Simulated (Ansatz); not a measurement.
## BN with an N vacancy: what each run costs

BN with an N vacancy, cell charge +1. Cell: 35 atoms, space group P-6m2, a = 7.505 Å, b = 7.505 Å, c = 7.369 Å, α = 90.00°, β = 90.00°, γ = 120.00°.

All runs are DFT with Ansatz 0.2.0 on 1 thread of Arm Neoverse V1 (aarch64; 8 cores open to the job, memory cap 3.0 GiB, no GPU), a shared host.

Q: Rank the runs by wall time, shortest first.
A. single point, PBE, collinear spin, 420 eV, 3×3×3 k-points, smearing 0.01 eV
B. relaxation of the ions, PBE, collinear spin, 420 eV, 3×3×3 k-points, smearing 0.01 eV
C. single point at relaxed positions, r2SCAN, collinear spin, 500 eV, 3×3×3 k-points, smearing 0.01 eV

A: A (94 s, 0.81 GiB), B (2.7 min, 0.95 GiB), C (4.1 min, 1.5 GiB).
